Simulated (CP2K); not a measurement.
Pt in CP2K: convergence with k mesh

Crystal: Pt.

```xyz
1
Lattice="2.7731 0.0000 0.0000 1.3866 2.4016 0.0000 1.3866 0.8005 2.2643" Properties=species:S:1:pos:R:3 pbc="T T T"
Pt    0.0000    0.0000    0.0000
```

```yaml
Program: CP2K 2026.2
Task: single point
Functional: r2SCAN
Potentials_or_basis: POTENTIAL_UZH Pt GTH-SCAN-q18; DZVP-MOLOPT-SCAN-GTH basis
Density_cutoff: 9184 eV
k_mesh: 3 × 3 × 3
Occupations: fermi-dirac, width 0.0259 eV
Spin: no spin polarisation
```

These are the settings of the first run; the series varies k mesh, with any setting tied to it.

Hardware: 1 thread of Arm Neoverse V1 (shared host).

```csv
k mesh,"energy less the tightest run, at zero smearing (meV/atom)",pressure (GPa),SCF cycles,CPU time (s),peak memory (GiB)
3 × 3 × 3,718.30,18.59,11,110,0.25
4 × 4 × 4,-106.14,6.49,12,120,0.25
6 × 6 × 6,-104.78,5.83,12,120,0.25
7 × 7 × 7,46.67,10.50,12,120,0.25
8 × 8 × 8,25.78,8.11,12,130,0.25
10 × 10 × 10,25.46,8.96,12,130,0.25
12 × 12 × 12,7.26,9.10,12,150,0.25
14 × 14 × 14,0.00,8.71,12,170,0.25
```

Not settled before the last step: the energy (to 1 meV/atom), the pressure (to 0.1 GPa). Meshes of other sizes hit other points, so gaps and Fermi surfaces needn't settle smoothly. The tightest run that finished is the yardstick and may itself not be fully converged.

Caveat, for the tightest run too: the basis of atomic orbitals isn't converged, which shifts pressures, moduli and gaps. Spin-orbit coupling is left out, which matters for the levels of Pt.
